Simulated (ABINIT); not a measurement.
Input of an ABINIT 10.8.3 (patched build) run:

File run.abi:

```
# Datasets: ground state, then fixed potential
ndtset 2

# Pseudopotentials
pp_dirpath "./"
pseudos "In.GGA_PBE-JTH.xml, P.GGA_PBE-JTH.xml"

# Structure
acell 3*1.0 Angstrom
rprim
     0.0000000000     2.9305000000     2.9305000000
     2.9305000000     0.0000000000     2.9305000000
     2.9305000000     2.9305000000     0.0000000000
ntypat 2
znucl 49 15
natom 2
typat 1 2
xred
     0.0000000000     0.0000000000     0.0000000000
     0.7500000000     0.7500000000     0.7500000000

# Plane-wave basis
ecut 544.227725 eV
pawecutdg 40.0

# Exchange and correlation
ixc 27

# Bands and occupations
occopt 3
tsmear 0.05 eV

# SCF cycle
nstep 100

# Output
iomode 3
prtwf 0
prteig 0
prtebands 0
enunit 1
prtden1 1

# Dataset 1
kptopt1 1
ngkpt1 8 8 8
nshiftk1 1
shiftk1 0.0 0.0 0.0
nband1 13
tolvrs1 1.0e-9

# Dataset 2: bands along G-X-W-K-G-L-U-W-L-K
iscf2 -2
getden2 1
nband2 17
nbdbuf2 2
tolwfr2 1.0e-12
kptopt2 -9
ndivsm2 5
prteig2 1
kptbounds2
     0.0000000000     0.0000000000     0.0000000000
     0.5000000000     0.0000000000     0.5000000000
     0.5000000000     0.2500000000     0.7500000000
     0.3750000000     0.3750000000     0.7500000000
     0.0000000000     0.0000000000     0.0000000000
     0.5000000000     0.5000000000     0.5000000000
     0.6250000000     0.2500000000     0.6250000000
     0.5000000000     0.2500000000     0.7500000000
     0.5000000000     0.5000000000     0.5000000000
     0.3750000000     0.3750000000     0.7500000000
```

Potentials or basis: JTH PAW PBE v2.0.

Command:

```sh
$ abinit run.abi > log 2>&1
```

Problem. Estimate the band gap on the k mesh.

Solution. 1.02 eV, direct.

Levels at the corners of the path, in eV from the valence-band top:
| point | band 7 | band 8 | band 9 | band 10 | band 11 | band 12 |
| --- | --- | --- | --- | --- | --- | --- |
| Γ | 0.00 | 0.00 | 0.00 | 1.02 | 4.28 | 4.28 |
| X | -5.62 | -2.22 | -2.22 | 2.26 | 2.57 | 9.66 |
| W | -5.48 | -2.78 | -2.72 | 4.45 | 4.68 | 5.88 |
| K | -5.48 | -3.10 | -1.85 | 2.74 | 4.63 | 7.68 |
| Γ | 0.00 | 0.00 | 0.00 | 1.02 | 4.28 | 4.28 |
| L | -5.53 | -0.93 | -0.93 | 1.79 | 5.04 | 5.04 |
| U | -5.48 | -3.10 | -1.85 | 2.74 | 4.63 | 7.68 |
| W | -5.48 | -2.78 | -2.72 | 4.45 | 4.68 | 5.88 |
| L | -5.53 | -0.93 | -0.93 | 1.79 | 5.04 | 5.04 |
| K | -5.48 | -3.10 | -1.85 | 2.74 | 4.63 | 7.68 |

Caveat: spin-orbit coupling is left out, which moves the levels of the heavy elements.

**What was measured.**

A printed reference work, data compilation reports, for a bulk crystal of InP at 1.6 K: band gap 1.4236 eV (direct).

Against the measured gap of InP, 1.4236 eV (direct; 1.6 K; a printed reference work, data compilation), the calculated 1.02 eV is off by -0.40 eV. Spin-orbit coupling on In is left out. The value is that of HCTH407, without temperature or zero-point motion.
